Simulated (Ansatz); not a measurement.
# TiCo3: the cost of one run

Program: Ansatz 0.2.0. Level of theory: DFT PBEsol, scalar-relativistic, plane waves, PAW. These are calculated values, not measurements.

3 further runs of the same task are left out: 3 set aside as unsound or not needed. Runs told in other sessions of the task aren't counted.

### Step 1. The system as given

It takes space group Pm-3m (No. 221, cubic). The conventional cell has a = 3.529 Å, b = 3.529 Å, c = 3.529 Å, α = 90.00°, β = 90.00°, γ = 90.00°. Ti (site symmetry m-3m) has 12 Co at 2.50 Å in its first shell of neighbours. Co (site symmetry 4/mmm) has 4 Ti at 2.50 Å and 8 Co at 2.50 Å in its first shell of neighbours.

Structure file:

```cif
data_structure
_symmetry_space_group_name_H-M 'P 1'
_symmetry_Int_Tables_number 1
_cell_length_a 3.5287
_cell_length_b 3.5287
_cell_length_c 3.5287
_cell_angle_alpha 90.000
_cell_angle_beta 90.000
_cell_angle_gamma 90.000
_cell_volume 43.94
loop_
_atom_site_label
_atom_site_type_symbol
_atom_site_fract_x
_atom_site_fract_y
_atom_site_fract_z
_atom_site_occupancy
Ti1 Ti 0.00000 0.00000 0.00000 1
Co1 Co 0.00000 0.50000 0.50000 1
Co2 Co 0.50000 0.00000 0.50000 1
Co3 Co 0.50000 0.50000 0.00000 1
```

It is the result of an earlier relaxation at this level (volume 10.98 Å³/atom; gap on the mesh: none (metal), site moments up to 0.2 μB).

### Step 2. Relaxing at 5 GPa

What is minimised here is the enthalpy; the energy can go up as the cell is squeezed.

input.yaml reads:

```yaml
crystal:
  lattice:
    - [3.5287348653, 0.0, 0.0]
    - [0.0, 3.5287348653, 0.0]
    - [0.0, 0.0, 3.5287348653]
  atoms:
    - { symbol: Ti, position: [0.0, 0.0, 0.0] }
    - { symbol: Co, position: [0.0, 0.5, 0.5], spin: 0.26 }
    - { symbol: Co, position: [0.5, 0.0, 0.5], spin: 0.26 }
    - { symbol: Co, position: [0.5, 0.5, 0.0], spin: 0.26 }
basis:
  ecutwfc: 420
kpoints:
  mp_grid: { grid: [12, 12, 12] }
hamiltonian:
  xc: pbesol
scf:
  occupations: { method: gaussian, width: 0.2 }
output:
  forces: true
  stress: true
  eigenvalues: true
  populations: true
magnetization:
  spin_polarized: true
relax:
  adjacent_minimum: "off"
  f_tol: 0.001
  max_steps: 60
  cell: { stress_tol: 0.02, p_target: 5.0 }
```

Started as:

```sh
> ansatz run input.yaml --threads 2 --pin off --max-ram 6144MiB --backend cpu --events-out ev --progress --plain --runs-dir out
```

Q: Estimate wall time and peak memory on 2 threads of Oxide Virtual Turin-like (Zen 5), shared host.

About 65 s, with a peak of 0.56 GiB.
